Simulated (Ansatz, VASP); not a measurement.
# Cu in VASP and in Ansatz

```
Cu
1.0
     1.20200   -3.92264    0.00000
     1.20200    3.92264    0.00000
     0.00000    0.00000    2.44204
Cu
2
Direct
  0.86613 0.13387 0.75000
  0.13387 0.86613 0.25000
```

Change from the starting cell: volume scaled by 0.96.

Alike in both runs: task single point; functional PBE; k mesh 11 × 11 × 11; occupations fermi-dirac, width 0.05 eV; no spin polarisation.

|  | VASP | Ansatz |
| --- | --- | --- |
| version | VASP 6.6.1 | Ansatz 0.2.0 |
| potentials or method | VASP PAW PBE potentials, release 64 (Cu) | Ansatz PAW |
| plane-wave cutoff (eV) | 520 | 420 |
| valence electrons in the cell | 22 | 38 |

|  | VASP | Ansatz | Ansatz less VASP |
| --- | --- | --- | --- |
| gap on the k mesh at the Fermi level (eV) | none | none | - |
| pressure (GPa) | 14.3 | 13.8 | -0.48 |
| largest component of the traceless stress (GPa) | 0.84 | 0.82 | -0.023 |
| rms of the force components (eV/Å) | 0.064 | 0.062 | -0.0021 |

Atom by atom the forces differ by 0.002 eV/Å (rms over components). A gap of «none» marks a metal or a gap that the smearing closes. The two sets of potentials don't hold the same shells in valence.
